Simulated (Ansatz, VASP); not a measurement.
**Tl: VASP beside Ansatz**

```xyz
1
Lattice="-1.7251 1.7251 2.6245 1.7251 -1.7251 2.6245 1.7251 1.7251 -2.6245" Properties=species:S:1:pos:R:3 pbc="T T T"
Tl    0.0000    0.0000    0.0000
```

Alike in both runs: task single point; functional PBEsol; k mesh 8 × 8 × 8; occupations gaussian, width 0.1 eV; no spin polarisation.

|  | VASP | Ansatz |
| --- | --- | --- |
| version | VASP 6.6.1 | Ansatz 0.2.0 |
| potentials or method | VASP PAW PBE potentials, release 64 (Tl_d) | scalar-relativistic, plane waves, PAW |
| plane-wave cutoff (eV) | 520 | 420 |
| valence electrons in the cell | 13 | 13 |

```tsv
	VASP	Ansatz	Ansatz less VASP
gap on the k mesh at the Fermi level (eV)	none	none	-
pressure (GPa)	-2.9	-2.8	+0.06
largest component of the traceless stress (GPa)	0.45	0.45	+0.004
```

A gap of «none» marks a metal or a gap that the smearing closes.

Caveats: the PAW data sets were made with another functional, which shifts forces and pressure a little (VASP). The runs have no spin-orbit coupling, so splittings on Tl are missing.
